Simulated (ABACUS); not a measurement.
KCl:

```
K Cl
1.0
     3.83920    0.00000    0.00000
     0.00000    3.83920    0.00000
     0.00000    0.00000    3.83920
K Cl
1 1
Direct
  0.00000 0.00000 0.00000
  0.50000 0.50000 0.50000
```

Measurements of this composition are mostly on another form, of space group No. 225.

```yaml
Program: ABACUS 3.10.1
Task: single point
Functional: PBE
Potentials_or_basis: PseudoDojo NC SR 0.4.1 PBE standard
Cutoff: 1361 eV
Density_cutoff: 5442 eV
Basis: DZP LCAO (the cutoffs set its grid)
k_mesh: 7 × 7 × 7
Occupations: fermi-dirac, width 0.05 eV
Spin: no spin polarisation
```

On this cell: pressure -0.1 GPa; largest force zero by symmetry; band gap on the k mesh 4.83 eV, indirect (least direct gap 5.01 eV).

The same run follows on a disturbed copy (atoms moved at random, drawn with an rms of 0.05 Å):

```
K Cl
1.0
     3.83920    0.00000    0.00000
     0.00000    3.83920    0.00000
     0.00000    0.00000    3.83920
K Cl
1 1
Direct
  0.98999 0.00563 0.00820
  0.49173 0.49777 0.50063
```

**Question.** What does the disturbed cell give?

**Answer.** The energy moves by +0.3 meV/atom; pressure -0.1 GPa; largest force 0.030 eV/Å; band gap on the k mesh 4.83 eV, indirect (least direct gap 5.01 eV).

Forces in eV/Å, atoms in the order of the input:
```
K    0.005 -0.021 -0.021
Cl  -0.005  0.021  0.021
```

Caveats: the atomic orbitals were generated for these runs and aren't a published set; an odd mesh through Γ misses points on the zone boundary, where band edges often lie; the basis of atomic orbitals isn't converged, which shifts pressures, moduli and gaps.
